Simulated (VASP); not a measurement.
Runs of VASP 6.6.1 on Mg. It takes space group P6_3/mmc (No. 194, hexagonal). The conventional cell has a = 3.209 Å, b = 3.209 Å, c = 5.210 Å, α = 90.00°, β = 90.00°, γ = 120.00°. Around Mg (site symmetry -6m2) lie 12 Mg at 3.20 to 3.21 Å. 

```csv
level,spin,cell,k mesh,smearing,mesh quality,gap on the mesh (eV),pressure (GPa),moment (μB)
BLYP+D3(BJ),"collinear, typed start","P6_3/mmc, 23.24 Å³/atom",10 × 10 × 5,fermi-dirac 0.05 eV,not flagged,none,-3.9,0.00
PBE+D4,"non-collinear, typed start",volume scaled by 1.08,8 × 8 × 4,fermi-dirac 0.025 eV,not flagged,none,-3.8,0.00
PBE,off,volume scaled by 1.04,10 × 10 × 5,fermi-dirac 0.05 eV,not flagged,none,(a),-
PBE,off,"P6_3/mmc, 23.24 Å³/atom",4 × 4 × 2,fermi-dirac 0.02 eV,coarse,none,-0.8,-
PBE+D4,off,"P6_3/mmc, 22.77 Å³/atom",10 × 10 × 5,fermi-dirac 0.05 eV,not flagged,none,-0.3,-
PBE,off,volume scaled by 0.94,10 × 10 × 5,fermi-dirac 0.05 eV,not flagged,none,1.9,-
PBEsol+D4,off,"P6_3/mmc, 23.24 Å³/atom",10 × 10 × 5,fermi-dirac 0.05 eV,not flagged,none,(b),-
revPBE+D3(BJ),off,"P6_3/mmc, 23.24 Å³/atom",10 × 10 × 5,gaussian 0.01 eV,not flagged,none,-3.3,-
```

Alike in all rows: task single point; potentials or basis VASP PAW PBE potentials, release 64 (Mg); cutoff (eV) 520.

Fill in the values left out.

(a) -1.7; (b) 3.0.

Caveats: some runs use coarse meshes; pairwise dispersion overbinds metals, which lowers pressure and volume (some runs); the PAW data sets were made with another functional, which shifts forces and pressure a little (some runs).

A gap of «none» marks a metal or a gap under the smearing width.
